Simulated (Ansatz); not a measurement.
# Infrared modes and screening in NaI (NiAs type)

Perturbation theory with PBEsol in the PAW code Ansatz on the PBEsol cell, ground state and force constants on a 6×6×4 mesh. The calculation is spin-unpolarised, and the structure need not be a phase that has been made.

It is hexagonal, P6_3/mmc (No. 194); conventional cell a = 4.460 Å, c = 7.631 Å, 32.86 Å³ an atom. Na is surrounded by 6 I at 3.20 Å; I is surrounded by 6 Na at 3.20 Å.

```
CELL_PARAMETERS angstrom
4.45984 0.00000 0.00000
-2.22992 3.86233 0.00000
0.00000 0.00000 7.63105
ATOMIC_POSITIONS crystal
Na 0.00000 0.00000 0.00000
Na 0.00000 0.00000 0.50000
I 0.33333 0.66667 0.25000
I 0.66667 0.33333 0.75000
```

Optical modes without the longitudinal term:
```tsv
ω (cm⁻¹)	degeneracy	IR intensity, summed over the level ((D/Å)²/amu)
52	2	0.00
75	1	0.00
104	2	0.00
119	2	6.44
123	1	3.45
190	1	0.00
```

All optical modes at Γ are real, from 52 to 190 cm⁻¹ without the longitudinal term; this says nothing of other wave vectors. The long-range field leaves the highest mode where it is. Of the real levels 2 are infrared active, the strongest at 119 cm⁻¹.

The electronic dielectric tensor ε∞ is 3.49 along x and y, 3.46 along z. With the ions relaxed, ε⁰ is 7.2 in all directions. Born charges, averaged over directions: Na +1.18, I -1.18 e.

For comparison, on the r2SCAN cell the mean ε∞ is 3.17 with r2SCAN (ground state on 6×6×4; least gap 4.35 eV), 3.39 with PBE (ground state on 6×6×4; least gap 3.57 eV).

Spin-orbit coupling is left out, which matters wherever the heavy atoms make up the band edges.
